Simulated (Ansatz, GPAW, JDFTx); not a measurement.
## One calculation of FeO, 3 ways

```xyz
2
Lattice="0.0000 2.1554 2.1554 2.1554 0.0000 2.1554 2.1554 2.1554 0.0000" Properties=species:S:1:pos:R:3 pbc="T T T"
Fe    0.0000    0.0000    0.0000
O     2.1554    2.1554    2.1554
```

Alike in all runs: task single point; functional PBEsol; k mesh 11 × 11 × 11; occupations gaussian, width 0.05 eV; collinear spin, ferromagnetic start; no spin-orbit coupling. The measured crystal is an antiferromagnetic insulator; the state found here is the runs' own. Pressure is positive in compression and, in plane waves, holds the error of the finite cutoff.

```tsv
program and potentials	plane-wave cutoff (eV)	notes	pressure (GPa)	net moment per atom (μB)
Ansatz, all-electron LAPW, scalar-relativistic	-	-	?	?
JDFTx, PseudoDojo-SR-PBEsol-0.4.1-standard with smoothed tails	1225	11 valence electrons an atom on average	-9.25	2.00
GPAW, PAW data sets generated for this functional	800	7 valence electrons an atom on average	-7.06	2.00
```

Question: Estimate from the other rows what the run with Ansatz, all-electron LAPW, scalar-relativistic gave.

Answer: Pressure -8.64 GPa; net moment per atom 2.00 μB. The other rows, which needn't bracket it: pressure -9.25 to -7.06; net moment per atom 2.00.
